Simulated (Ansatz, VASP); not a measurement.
**Two plane-wave programs on CdS**

The input INCAR:

```
SYSTEM = CdS
PREC = Accurate
ENCUT = 520
EDIFF = 1E-6
ISMEAR = 0
SIGMA = 0.05
LREAL = .FALSE.
LASPH = .TRUE.
NELM = 60
ALGO = Normal
ISIF = 2
LWAVE = .FALSE.
LCHARG = .FALSE.
GGA = RE
IVDW = 13
NBANDS = 16
```

Contents of KPOINTS:

```
regular mesh
0
G
  8 8 8
  0 0 0
```

POSCAR

```
CdS
1.0
    0.0000000000      2.9151290652      2.9151290652
    2.9151290652      0.0000000000      2.9151290652
    2.9151290652      2.9151290652      0.0000000000
Cd S
1 1
Direct
    0.0000000000      0.0000000000      0.0000000000
    0.7500000000      0.7500000000      0.7500000000
```

Input for Ansatz:

```yaml
crystal:
  lattice:
    - [0.0, 2.9151290652, 2.9151290652]
    - [2.9151290652, 0.0, 2.9151290652]
    - [2.9151290652, 2.9151290652, 0.0]
  atoms:
    - { symbol: Cd, position: [0.0, 0.0, 0.0] }
    - { symbol: S, position: [0.75, 0.75, 0.75] }
basis:
  ecutwfc: 420
  ecutrho_ratio: 4
kpoints:
  mp_grid: { grid: [8, 8, 8] }
hamiltonian:
  xc: revpbe
  dispersion: d4
scf:
  occupations: { method: gaussian, width: 0.05 }
output:
  forces: true
  stress: true
  eigenvalues: true
```

Alike in both runs: task single point; functional revPBE; dispersion D4; k mesh 8 × 8 × 8; occupations gaussian, width 0.05 eV; no spin polarisation.

|  | VASP | Ansatz |
| --- | --- | --- |
| version | VASP 6.6.1 | Ansatz 0.2.0 |
| potentials or method | VASP PAW PBE potentials, release 64 (Cd, S) | scalar-relativistic, plane waves, PAW |
| plane-wave cutoff (eV) | 520 | 420 |
| valence electrons in the cell | 18 | 26 |

```tsv
	VASP	Ansatz	Ansatz less VASP
gap on the k mesh at the Fermi level (eV)	1.29	1.29	-0.003
least direct gap on the mesh (eV)	1.29	1.29	-0.003
pressure (GPa)	0.8	0.5	-0.35
dispersion energy (meV/atom)	-545.9	-546.1	-0.15
```

The two sets of potentials don't hold the same shells in valence.

Caveats: the PAW data sets were made with another functional, which shifts forces and pressure a little (VASP). As with any semilocal functional, this revPBE gap is likely too small.
